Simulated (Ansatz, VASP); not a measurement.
W in VASP and in Ansatz

Contents of INCAR:

```
ALGO     = Normal         # electronic algorithm
EDIFF    = 1E-7           # SCF threshold, eV
ENCUT    = 520            # plane-wave cutoff, eV
GGA      = PS             # functional
ISIF     = 2              # what is computed and relaxed
ISMEAR   = -1             # smearing method
LASPH    = True           # aspherical terms in the spheres
LCHARG   = False          # write CHGCAR
LREAL    = False          # projectors in reciprocal space
LWAVE    = False          # write WAVECAR
NBANDS   = 13             # bands
NELM     = 80             # most SCF steps
PREC     = Accurate       # precision mode
SIGMA    = 0.05           # smearing width, eV
```

Contents of KPOINTS:

```
k-points
0
Gamma
  10 10 10
```

File POSCAR:

```
W
1.0
   -1.5823450000      1.5823450000      1.5506981000
    1.5823450000     -1.5823450000      1.5506981000
    1.5823450000      1.5823450000     -1.5506981000
W
1
Direct
    0.0000000000      0.0000000000      0.0000000000
```

input.yaml

```yaml
crystal:
  lattice:
    - [-1.582345, 1.582345, 1.5506981]
    - [1.582345, -1.582345, 1.5506981]
    - [1.582345, 1.582345, -1.5506981]
  atoms:
    - { symbol: W, position: [0.0, 0.0, 0.0] }
hamiltonian:
  xc: pbesol
  pseudopotentials: { kind: paw }
kpoints:
  mp_grid: { grid: [10, 10, 10] }
  band_path:
    path:
      - [[0.0, 0.0, 0.0], [0.0, 0.0, 0.5], [-0.5, 0.5, 0.5], [0.0, 0.0, 0.0], [0.4901, 0.4901, -0.4901], [0.25, 0.25, 0.25], [0.0, 0.5, 0.0], [-0.4901, 0.5099, 0.4901], [-0.5, 0.5, 0.5]]
      - [[0.0, 0.0, 0.5], [0.25, 0.25, 0.25]]
    npoints: 14
scf:
  occupations: { method: fermi_dirac, width: 0.05 }
  n_extra_bands: 6
output:
  forces: true
  stress: true
  eigenvalues: true
  fatbands: false
```

Alike in both runs: functional PBEsol; k mesh 10 × 10 × 10; occupations fermi-dirac, width 0.05 eV; no spin polarisation.

|  | VASP | Ansatz |
| --- | --- | --- |
| version | VASP 6.6.1 | Ansatz 0.2.0 |
| potentials or method | VASP PAW PBE potentials, release 64 (W_sv) | Ansatz PAW |
| plane-wave cutoff (eV) | 520 | 420 |
| valence electrons in the cell | 14 | 14 |
| task | single point | band structure |

|  | VASP | Ansatz | Ansatz less VASP |
| --- | --- | --- | --- |
| gap on the k mesh at the Fermi level (eV) | none | none | - |
| pressure (GPa) | 4.5 | 3.8 | -0.68 |
| largest component of the traceless stress (GPa) | 4.87 | 4.86 | -0.008 |

A gap of «none» marks a metal or a gap that the smearing closes.

Caveats: the PAW data sets were made with another functional, which shifts forces and pressure a little (VASP); spin-orbit coupling is left out, which moves the levels of the heavy elements (Ansatz); the PAW data sets come from PBE, with cores solved anew for the run's functional, which leaves a small shift of forces and pressure (Ansatz). The runs have no spin-orbit coupling, so splittings on W are missing.
